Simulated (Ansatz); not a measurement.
## Li2S under changes of volume

One of the cells (15.344 Å³/atom); the others are scaled copies at fixed shape and fractional positions:

```
CELL_PARAMETERS angstrom
0.00000 2.84450 2.84450
2.84450 0.00000 2.84450
2.84450 2.84450 0.00000
ATOMIC_POSITIONS crystal
S 0.00000 0.00000 0.00000
Li 0.75000 0.75000 0.75000
Li 0.25000 0.25000 0.25000
```

| Property | Result |
| --- | --- |
| Program | Ansatz 0.2.0 |
| Functional | LDA |
| Potentials or basis | Ansatz PAW |
| Cutoff | 420 eV (not typed: the program's choice for these potentials) |
| k mesh | 7 × 7 × 7 |
| Occupations | fermi-dirac, width 0.05 eV |
| Spin | no spin polarisation |

```tsv
volume (Å³/atom)	energy over the lowest point (meV/atom)	pressure (GPa)	gap on the mesh (eV)
14.423	0.00	-0.1	3.28
14.730	?	?	?
15.037	4.02	-1.9	3.30
15.344	8.37	-2.6	3.31
15.650	14.09	-3.3	3.32
15.957	21.03	-3.9	3.33
16.264	29.07	-4.5	3.34
```

What does the run at 14.730 Å³/atom give?

Energy over the lowest point 1.17 meV/atom; pressure -1.1 GPa; gap on the mesh 3.29 eV.

Worked out: A Birch-Murnaghan fit of order 3 (a polynomial in V^(-2/3)) to the other rows has its minimum at 14.38 Å³/atom, just outside them, with B0 = V·E''(V) = 47 GPa and B' = 4.1. It gives 1.16 meV/atom at 14.730 Å³/atom, against the run's 1.17, and -dE/dV = -1.1 GPa, against -1.1. A straight line through the other rows of the gap, of slope 0.499 eV per unit of ln V, gives 3.29 eV, against the run's 3.29.

Energies are extrapolated to zero smearing.

Caveats: odd divisions of the mesh miss points on the zone boundary, where band edges often lie, so the gap on the mesh can be too wide; the PAW data sets come from PBE, with cores solved anew for the run's functional, which leaves a small shift of forces and pressure.

A mesh can miss the band edges.
